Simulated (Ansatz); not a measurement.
ZnGeP$_{2}$, a database entry at a rescaled volume

```
CELL_PARAMETERS angstrom
0.00000 5.46252 0.00000
5.46252 0.00000 0.00000
2.73126 2.73126 -5.38248
ATOMIC_POSITIONS crystal
Ge 0.50000 0.50000 0.00000
Ge 0.25000 0.75000 0.50000
Zn 0.00000 0.00000 0.00000
Zn 0.75000 0.25000 0.50000
P 0.37500 0.38900 0.75000
P 0.61100 0.12500 0.25000
P 0.87500 0.86100 0.75000
P 0.13900 0.62500 0.25000
```

Method: PBE, no spin polarisation; PAW, plane waves to 420 eV, 5×5×5 Γ-centred mesh, fermi-dirac occupations (width 0.1 eV) (Ansatz 0.2.0), atoms fixed.

**Question.** What is the character of the valence top and the conduction bottom?

**Answer.** Within 0.7 eV of the edges, the states project mainly on P p (86 %) below the gap and on P p (40 %), Ge s (19 %) and Ge p (15 %) above it.

**Question.** What is the formation energy?

**Answer.** -0.22 eV an atom against the elements' usual phases (free molecules for gases, crystals otherwise, with no correction for O₂ or N₂), so it is bound against them; other compounds may still compete. Relaxing would lower it.

**Question.** What is the band gap?

**Answer.** The gap is 1.34 eV, indirect (the least direct gap found is 1.47 eV). A semilocal functional usually gives too small a gap.

**Question.** Which element gives electrons and which takes them?

**Answer.** Bader charges in e: Zn +0.60, Ge +0.75, P -0.68. In the mean Ge gives up most and P takes most.

**Question.** Where is the largest force?

**Answer.** The largest is on P7 (and as large on other atoms): 0.70 eV/Å, components (0.70, 0.00, 0.00). It makes 124° with the line to a nearest neighbour, Ge1 at 2.31 Å.

**Question.** Is the cell too large or too small?

**Answer.** The pressure is 2.2 GPa (compression positive), so with the atoms held at these fractions the cell would first expand.

Origin: a database entry at a rescaled volume.
